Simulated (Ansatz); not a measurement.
**KBr: how the settings move a single-point run**

Question: which choices in the input matter for KBr?

The COD entry's cell or inner coordinates are ideal or old and differ from later refinements, so a difference from it is no clean test against experiment.

Program: Ansatz 0.2.0. Level of theory: reference: DFT, PBE, all-electron PAW with datasets made for the crystal, scalar-relativistic. These are calculated values, not measurements.

**1. The starting structure**

The structure is trigonal, space group R-3m (No. 166). The conventional cell has a = 4.703 Å, b = 4.703 Å, c = 11.177 Å, α = 90.00°, β = 90.00°, γ = 120.00°. K (site symmetry -3m) is surrounded by 6 Br at 3.29 Å. Around Br (site symmetry -3m) lie 6 K at 3.29 Å.

Coordinates:

```cif
data_structure
_symmetry_space_group_name_H-M 'P 1'
_symmetry_Int_Tables_number 1
_cell_length_a 4.6102
_cell_length_b 4.6102
_cell_length_c 4.6102
_cell_angle_alpha 61.334
_cell_angle_beta 61.334
_cell_angle_gamma 61.334
_cell_volume 71.36
loop_
_atom_site_label
_atom_site_type_symbol
_atom_site_fract_x
_atom_site_fract_y
_atom_site_fract_z
_atom_site_occupancy
K1 K 0.00000 0.00000 0.00000 1
Br1 Br 0.50000 0.50000 0.50000 1
```

**2. Baseline**

File input.yaml:

```yaml
crystal:
  lattice:
    - [-0.06585, 3.259575, 3.259575]
    - [3.259575, -0.06585, 3.259575]
    - [3.259575, 3.259575, -0.06585]
  atoms:
    - { symbol: K, position: [0.0, 0.0, 0.0] }
    - { symbol: Br, position: [0.5, 0.5, 0.5] }
kpoints:
  mp_grid: { grid: [7, 7, 7] }
scf:
  occupations: { method: fermi_dirac, width: 0.01 }
hamiltonian:
  xc: pbe
  pseudopotentials: { kind: all_electron, datasets: crystal }
output:
  forces: true
  stress: true
  eigenvalues: true
  efg: { contact_densities: true }
```

On the command line:

```
$ ansatz run input.yaml --threads 1 --pin off --max-ram 2048MiB --backend cpu --events-out ev --progress --plain --runs-dir out
```

**3. The same system, input altered**

Changes to input.yaml since step 2:

```diff
@@ -20 +20,2 @@
   efg: { contact_densities: true }
+accuracy: low
```

(Steps that only read results are left out.)

What does the calculation give? Wanted: for each run, ending; energy change.

The runs gave:

```csv
run,ending,energy change,cycles,time
reference,converged,-,9,3.7 s
1: accuracy low,refused,-,-,0.04 s
```

Residual by cycle in the longest SCF loop of each run; runs are numbered as in the table. The quantity is the density residual dr2, in eV.

```csv
cycle,reference
1,0.689
2,0.0376
3,0.00849
4,1.8e-4
5,4.9e-6
6,2.6e-7
7,4.4e-9
8,3.1e-8
9,9.3e-9
```

**Reading.** With the changed accuracy level the run ends refused. 1 of the 1 altered inputs did not end normally.
